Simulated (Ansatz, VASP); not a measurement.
# Two plane-wave programs on SiC

```
Si C
1.0
     0.00000    2.00325    2.00325
     2.00325    0.00000    2.00325
     2.00325    2.00325    0.00000
Si C
1 1
Direct
  0.00000 0.00000 0.00000
  0.50000 0.50000 0.50000
```

Alike in both runs: functional LDA; k mesh 18 × 18 × 18; occupations gaussian, width 0.1 eV; no spin polarisation.

Ansatz relaxed the structure, and its values are those at the end. VASP's run is a single point on that final structure, the one shown.

|  | VASP | Ansatz |
| --- | --- | --- |
| version | VASP 6.6.1 | Ansatz 0.2.0 |
| potentials or method | VASP PAW LDA potentials, release 64 (Si, C) | scalar-relativistic, plane waves, PAW |
| plane-wave cutoff (eV) | 520 | 420 |
| valence electrons in the cell | 8 | 8 |

|  | VASP | Ansatz | Ansatz less VASP |
| --- | --- | --- | --- |
| gap on the k mesh at the Fermi level (eV) | none | none | - |
| pressure (GPa) | 0.8 | 0.0 | -0.75 |

A gap of «none» marks a metal or a gap that the smearing closes.
